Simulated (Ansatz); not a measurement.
# Sensitivity of the G0W0 gap of Te2Mo (layers cut from the bulk crystal)

A base run on Te2Mo (layers cut from the bulk crystal), then changed inputs.

Calculated with Ansatz 0.2.0; G0W0 on PBEsol, plane waves, PAW.

**1. The structure**

The cell holds 9 atoms: 6 Te and 3 Mo. Its edges and angles: a = 3.437 Å, b = 3.437 Å, c = 57.100 Å, α = 90.0°, β = 90.0°, γ = 120.0°. It derives from Te2Mo. Regions: layer 1, 3 atoms (2 Te and 1 Mo); layer 2, 3 atoms (2 Te and 1 Mo); layer 3, 3 atoms (2 Te and 1 Mo). Vacuum lies along c.

The structure was relaxed with PBEsol-D3(BJ). The runs that relaxed it are not among those shown. Spin-orbit coupling is left out unless a step names it. The default PAW set here is soft_2. Its files were made with PBE. The Coulomb interaction is cut off across the vacuum.

**2. The base run: 9×9×1 mesh, 1326 empty bands, screening to 100 eV**

G0W0 replaces the xc potential by the self-energy, built once from these orbitals. Only a window of levels is corrected, while the sums run over the empty bands that the input names.

input.yaml

```yaml
crystal:
  lattice:
    - [3.4374183584, 0.0, 0.0]
    - [-1.7187091792, 2.9768916218, 0.0]
    - [0.0, 0.0, 57.1]
  atoms:
    - { symbol: Te, position: [0.3333333333, 0.6666666667, 0.351464236] }
    - { symbol: Mo, position: [0.6666666667, 0.3333333333, 0.3832459711] }
    - { symbol: Te, position: [0.3333333333, 0.6666666667, 0.4150962084] }
    - { symbol: Te, position: [0.6666666667, 0.3333333333, 0.4682248637] }
    - { symbol: Mo, position: [0.3333333333, 0.6666666667, 0.5] }
    - { symbol: Te, position: [0.6666666667, 0.3333333333, 0.5317751363] }
    - { symbol: Te, position: [0.3333333333, 0.6666666667, 0.5849037916] }
    - { symbol: Mo, position: [0.6666666667, 0.3333333333, 0.6167540289] }
    - { symbol: Te, position: [0.3333333333, 0.6666666667, 0.648535764] }
  periodic: [true, true, false]
kpoints:
  mp_grid: { grid: [9, 9, 1] }
hamiltonian:
  xc: pbesol
scf:
  occupations: { method: fixed }
  convergence: { dr2_threshold: 1.0e-10 }
gw:
  n_empty_bands: 1326
  ecut_chi: 100.0
  qp_bands: [v2, c2]
  qp_kpoints: band_edges
  screening: { model: contour_deformation }
```

Command:

```sh
$ ansatz run input.yaml --threads 32 --pin off --max-ram 129024MiB --backend cuda --events-out ev --progress --plain --runs-dir out --devices 1 --max-vram 157GiB  # rebuilt from the run's record
```

Numbers of over 12 decimals in the logs are rounded to 6 here.

Log:

```text
GPUs: using 1 of 1 available (devices: 1).
Engine: ansatz 0.2.0, aarch64-unknown-linux-gnu
Pseudopotentials: kind: paw
Pseudopotential: Te, paw, valence charge 16, recommended cutoff 420 eV (normal), Te.paw.azcp
Pseudopotential: Mo, paw, valence charge 14, recommended cutoff 420 eV (normal), Mo.paw.azcp
Functional definition: PBEsol
  exchange = pbesol_x
  correlation = pbesol_c
[...]
Crystal: 9 atoms, lattice volume = 584.294 Å³
Basis set: ecut = 420 eV, 11351 PW (Γ)
Bands: 83, of which v1, the nominal top of the filled ones, is band 69 counted from 1 (68 counted from 0)
Symmetry: 12 space group operations
Space group: P-6m2 (ITA 187), of the structure as read, at distance tolerance 8.4e-5 Å
k-points: 12 of 81 (time reversal used)
Non-local potential: Te, projectors of the file, l = 0: 2, l = 1: 2, l = 2: 2, l = 3: 2
Non-local potential: Mo, projectors of the file, l = 0: 3, l = 1: 2, l = 2: 2, l = 3: 1
PAW form: soft (Blöchl's): semilocal exchange-correlation on the pseudo side does not see the compensation charge
PAW frozen core: Te, regenerated for the run's functional, and the local potential with it (the file was generated under x = pbe(κ = 0.804, μ = 0.219515), c = pbe(β = 0.066725))
PAW frozen core: Mo, regenerated for the run's functional, and the local potential with it (the file was generated under x = pbe(κ = 0.804, μ = 0.219515), c = pbe(β = 0.066725))
PAW one-centre angular grid: Te, 590 points (default); XC on 64 Gauss nodes
PAW one-centre angular grid: Mo, 590 points (default); XC on 64 Gauss nodes
Initial density: superposition of atomic densities (neutral atoms: chi_scale 0, normalization atom), corrected by the library's trained network
Initial wavefunctions: pseudopotential atomic-orbital guess
[...]
Functional: x = pbesol(κ = 0.804, μ = 0.123457), c = pbesol(β = 0.046)
SCF iter   1: F=—  HF=-56103.865493 eV  |F-HF|=—  |Δ(HF+E_count)|=         —  Δρ=3.74e-3  dr2=1.71e-1  ethr=1.77e-3  ⟨swp⟩=7.7  Hψ=4573  notcnv=0  defer=134
preconditioner: auto → Resta (q_TF=auto, 2.145 Å⁻¹)  ε∞=3.3  [insulator: Δε(μ)=0.607 eV  Ē_g=7.485 eV  n_scr=80 (ndim 8)  ℏωp=11.3 eV  f_vac=0.636  ε∞_Penn≈3.3  vacuum switching on, ρ_ref=4.1e-3 e/Å³]
SCF iter   2: F=—  HF=-56103.875194 eV  |F-HF|=—  |Δ(HF+E_count)|=   9.70e-3  Δρ=2.69e-3  dr2=3.52e-1  ethr=1.24e-4  ⟨swp⟩=4.3  Hψ=1878  notcnv=0  defer=144
SCF iter   3: F=—  HF=-56103.853708 eV  |F-HF|=—  |Δ(HF+E_count)|=   2.15e-2  Δρ=1.39e-3  dr2=2.15e-2  ethr=1.24e-4  ⟨swp⟩=3.8  Hψ=1391  notcnv=0  defer=143
SCF iter   4: F=—  HF=-56103.856337 eV  |F-HF|=—  |Δ(HF+E_count)|=   2.63e-3  Δρ=1.05e-3  dr2=2.13e-2  ethr=1.56e-5  ⟨swp⟩=3.7  Hψ=1656  notcnv=0  defer=144
[...]
NSCF: frozen V_eff on 1 k-points
SCF converged after 15 iterations
Free energy (F): -56103.854720 eV
Harris-Foulkes:  -56103.854720 eV  (|F-HF|=4.73e-10)
Internal energy: -56103.854720 eV  (E = F + TS)
E sigma→0 (E₀):  -56103.854720 eV
Fermi energy:    -4.580971 eV
--- Per-component energies (eV) ---
  E_band       = -4089.718815
  E_kinetic    = 2424.901751
  E_local      = -1312079.905190  (includes V_loc(G=0)·N_el)
  E_nonlocal   = -1408.322606
  E_hartree    = 655507.663380
  E_xc         = -1294.706770
  E_vxc        = -1320.119223  (∫ρ·V_xc dr)
  E_paw        = -36943.345934  (= ΣΔE_a)
  E_vpaw       = -2721.596073  (= ΣTr[D̂ρ^β])
  E_aug_tail   = -0.000977  (compensation charges beyond the density's cutoff)
  E_ewald      = 637686.984836
  E_core_change = 2.876789  (= ΣΔE_core)
  E_smearing   = -0.000000  (= −TS)
  E_closure    = 0.000000  (closes the sum)
  Σ components = -56103.854720   (vs F -56103.854720, Δ=0.00e0)
--- Band table (eV; the first three rows and the last of 12) ---
[... rows of the band table ...]
  ° read free of the cell's end (the report's vacuum.weakly_bound_levels)
--- G₀W₀: contour deformation, 7 samples at zero and on the imaginary axis and 2 off it, 81 q-points, 1326 empty bands' worth ---
  eigenvalues of the whole cell's RPA ε∞ on this k-mesh (on a slab, of 1 + 4πα/V) = 1.3252, 7.8079, 7.8079; static W/v taken at q = 0 is 0.249036
  gw.qp_kpoints: band_edges: 11 of 12 stored k-points solved, in 1 pass; an edge of the gap read off the rows below is read off those points alone
    valence top: of the k-points left out ik 2 came nearest to being solved in a further pass, in band 69 (counted from 1, as in the quasiparticle table): it holds the edge there only if its correction is more favourable than any solved in that band by at least 0.745 eV; those differ by 0.311 eV
    conduction bottom: of the k-points left out ik 2 came nearest to being solved in a further pass, in band 70 (counted from 1, as in the quasiparticle table): it holds the edge there only if its correction is more favourable than any solved in that band by at least 0.551 eV; those differ by 0.249 eV
    ik  band        ε_KS         Σx   Σc(E_QP)       V_xc       Z   E_QP_lin       E_QP  E_QP is
     0    68     -4.5841   -17.4125     0.4756   -16.8229  0.7467    -4.6983    -4.6981  root
     0    69     -4.5810   -18.4996     0.2158   -18.3328  0.7313    -4.5321    -4.5320  root
     0    70     -1.6285   -12.7175    -4.0513   -17.0528  0.7250    -1.3420    -1.3446  root
     0    71     -1.6285   -12.7175    -4.0513   -17.0528  0.7250    -1.3420    -1.3446  root
     1    68     -4.7787   -18.2938     0.3799   -17.9244  0.7338    -4.7682    -4.7682  root
     1    69     -4.6233   -17.1614     0.5570   -16.4454  0.7526    -4.7828    -4.7824  root
     1    70     -2.2115   -12.9946    -4.0345   -17.3561  0.7213    -1.8813    -1.8845  root
     1    71     -2.1969   -13.0587    -4.0050   -17.4294  0.7316    -1.8272    -1.8312  root
[...]
11    68     -4.9496   -17.8141     0.2220   -17.6874  0.7126    -4.8545    -4.8543  root
    11    69     -4.7826   -18.2279     0.0946   -18.2690  0.7144    -4.6474    -4.6471  root
    11    70     -3.6878   -12.8754    -3.5224   -16.7836  0.7414    -3.2989    -3.3021  root
    11    71     -3.5547   -15.4346    -3.9571   -19.8783  0.7110    -3.0613    -3.0682  root
```

Run time: 3.3 min. Hardware: 1 × NVIDIA GB200 with 32 threads of Arm Neoverse V2, shared host; peak memory 8.5 GiB; 9.1 min of CPU time.

This step gave:

```yaml
bands_summed: 1395
plane_waves_in_the_screening_matrix: 1311
q_points_in_the_mesh: 81
g0w0_gap_on_the_mesh: 0.9864 eV
k_of_the_valence_top: 0, 0, 0
k_of_the_conduction_bottom: 0.2222, 0.2222, 0
starting_gap_on_the_mesh: 0.6431 eV
z_at_the_valence_top: 0.7313
z_at_the_conduction_bottom: 0.7291
least_direct_g0w0_gap_on_the_computed_points: 1.345 eV
```

The gap on the mesh goes from 0.64 eV to 0.99 eV, a correction of +0.34 eV. Between the two edge states, bare exchange in place of the xc potential would open the gap by 3.98 eV, and correlation takes back 3.64 eV.

**3. Variant: plasmon pole at a typed frequency**

input.yaml, as its differences from that of step 2:

```diff
@@ -17,3 +17,3 @@
 kpoints:
-  mp_grid: { grid: [9, 9, 1] }
+  mp_grid: { grid: [6, 6, 1] }
 hamiltonian:
@@ -22,8 +22,8 @@
   occupations: { method: fixed }
-  convergence: { dr2_threshold: 1.0e-10 }
 gw:
   n_empty_bands: 1326
-  ecut_chi: 100.0
+  ecut_chi: 100
   qp_bands: [v2, c2]
   qp_kpoints: band_edges
-  screening: { model: contour_deformation }
+  screening: { model: godby_needs }
+  plasmon_pole_fit_frequency: 25
```

Log:

```text
GPUs: using 1 of 1 available (devices: 1).
[...]
device memory: the entry about to start is reckoned to put 10.9 GiB on a device that reports 182.5 GiB free (of which the cap on the GPU budget leaves the run 157.0 GiB)
GPU FFT provider: cuFFT
GPU libraries: cuBLAS 13.8.1, cuFFT 12.4.0, cuSOLVER 12.3.2
GPU matrix products: emulated (plane waves: as basis.precision tells), large ones in fixed point in workspaces of 1.00 GiB
Crystal: 9 atoms, lattice volume = 584.294 Å³
Basis set: ecut = 420 eV, 11351 PW (Γ)
Bands: 83, of which v1, the nominal top of the filled ones, is band 69 counted from 1 (68 counted from 0)
[... 1 set-up line as in the run before ...]
[...]
k-points: 7 of 36 (time reversal used)
[...]
GPU buffer pool allocated for 221184 grid points (all kernels)
GPU transforms: local potential and band sums: pruned to the plane-wave sphere, on 24×24×384
[...]
SCF iter   1: F=—  HF=-56103.860383 eV  |F-HF|=—  |Δ(HF+E_count)|=         —  Δρ=3.73e-3  dr2=1.70e-1  ethr=1.77e-3  ⟨swp⟩=7.7  Hψ=2676  notcnv=0  defer=77
[...]
SCF iter  10: F=-56103.855388 eV  HF=-56103.855388 eV  |F-HF|=9.81e-9  |Δ(HF+E_count)|=   2.18e-7  Δρ=2.08e-6  dr2=6.07e-8  ethr=7.25e-11  ⟨swp⟩=23.0  Hψ=3704  notcnv=0
SCF 1 converged in 10 iterations: F = -56103.855388 eV  dr2 = 6.07e-8
[...]
NSCF: frozen V_eff on 7 k-points
[...]
G₀W₀ screening: q 1/7
[... further progress lines ...]
SCF converged after 10 iterations
Free energy (F): -56103.855388 eV
[...]
Internal energy: -56103.855388 eV  (E = F + TS)
E sigma→0 (E₀):  -56103.855388 eV
Fermi energy:    -4.580450 eV
[...]
--- Band table (eV; the first three rows and the last of 7) ---
[... rows of the band table ...]
  ° read free of the cell's end (the report's vacuum.weakly_bound_levels)
--- G₀W₀: ω_p = 25.0000 eV, 36 q-points, 1326 empty bands' worth ---
[...]
GN-PPA: 32714828/63394689 pairs with Re ω̃² < 0 across q-mesh
[...]
0    68     -4.5836   -17.3783     0.4902   -16.8215  0.7857    -4.6503    -4.6502  root
     0    69     -4.5805   -18.4832     0.2424   -18.3324  0.7768    -4.4888    -4.4888  root
     0    70     -1.6273   -12.7169    -3.9613   -17.0532  0.7875    -1.2512    -1.2522  root
     0    71     -1.6273   -12.7169    -3.9613   -17.0532  0.7875    -1.2512    -1.2522  root
     1    68     -5.1192   -18.1256     0.6126   -17.5299  0.7784    -5.1024    -5.1024  root
     1    69     -4.9535   -16.9905     0.7130   -16.1501  0.7891    -5.0809    -5.0808  root
     1    70     -2.7749   -12.9526    -3.8374   -17.1887  0.7787    -2.3752    -2.3762  root
     1    71     -2.6996   -12.8293    -3.8571   -17.1066  0.7770    -2.2781    -2.2794  root
[...]
6    68     -4.9474   -17.8731     0.2859   -17.6867  0.7644    -4.8478    -4.8478  root
     6    69     -4.7796   -18.2479     0.1598   -18.2683  0.7665    -4.5995    -4.5994  root
     6    70     -3.6867   -12.9221    -3.4987   -16.7831  0.7822    -3.3237    -3.3244  root
     6    71     -3.5528   -15.3759    -3.9225   -19.8785  0.7683    -2.9712    -2.9727  root
```

Run time: 44 s. Hardware: 1 × NVIDIA GB200 with 32 threads; peak memory 9.9 GiB; 5.8 min of CPU time.

The G0W0 gap on the mesh is 0.950 eV.

Against the base:

```csv
setting,base,variant
mesh,9×9×1,6×6×1
frequency model,contour deformation,plasmon pole
plasmon pole fit frequency,-,25
```

```csv
quantity,variant,base
starting gap on the mesh,0.673,0.643
G0W0 gap on the mesh,0.950,0.986
least direct G0W0 gap on the computed points,1.275,1.345
Z at the valence top,0.777,0.731
Z at the conduction bottom,0.779,0.729
```

**4. Summary of results**

- base: 0.99 eV, 3.3 min
- plasmon pole at a typed frequency: 0.95 eV, 44 s

Plasmon pole at a typed frequency: the gap moves by −0.04 eV and the time by a factor of 0.22. The variant differs from the base in mesh, frequency model and plasmon pole fit frequency together, so the change can't be laid to one of them. All runs here use a coarse mesh and modest cutoffs; they test settings and are not final values. The mesh in the plane is coarse for a sheet; gap and any exciton binding can still move on denser ones. The many-body steps are scalar-relativistic: spin-orbit coupling is not in them.

[Paths, hosts, dates, memory and timing lines, banners, echoed tables and standing remarks are left out of the program output.]

[Logs are printed without paths, hosts, clocks, repeated set-up lines and the standing remarks that a program may print on its own settings, such as how far it seeks lower states.]

[Runs of the session that timed out or met a known fault of the program may be left out.]

[Cells called generated may have been cut or substituted from an entry of the Crystallography Open Database or the Materials Project.]

[Hosts, paths, dates, database ids (printed as entryN), source tags and the programs' standing remarks are cut or masked in the printed files.]
